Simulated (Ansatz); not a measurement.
The reference is InN in the wurtzite structure (space group P6_3mc, No. 186).

```
InN
1.0
    3.53693     0.00000     0.00000
   -1.76847     3.06307     0.00000
    0.00000     0.00000     5.71356
In N
2 2
Direct
  0.66667   0.33333   0.00203
  0.33333   0.66667   0.50203
  0.66667   0.33333   0.62317
  0.33333   0.66667   0.12317
```

Cartesian axes are those of the cell as printed.

The values are results of Ansatz (an electronic-structure program) PBEsol, scalar-relativistic without spin-orbit coupling, not measurements.

Before the change:

- Shortest interatomic distance = 4.075 bohr

Now apply this change: uniaxial stress, 8 GPa tension along z, with the cell and atoms free to relax against it.

What does the calculation give for the shortest interatomic distance after the change?

The shortest interatomic distance goes up by 0.0186 bohr to 4.093 bohr.

What happens to the energy relative to the base?

The energy increases by 16 meV/atom.

A case with no gap was solved on a k-mesh chosen for an insulator, which is coarse for it. Load acts through the strain it causes; cell and atoms are relaxed under it. Stability under load was not tested beyond the relaxation. All final runs are without spin polarisation.
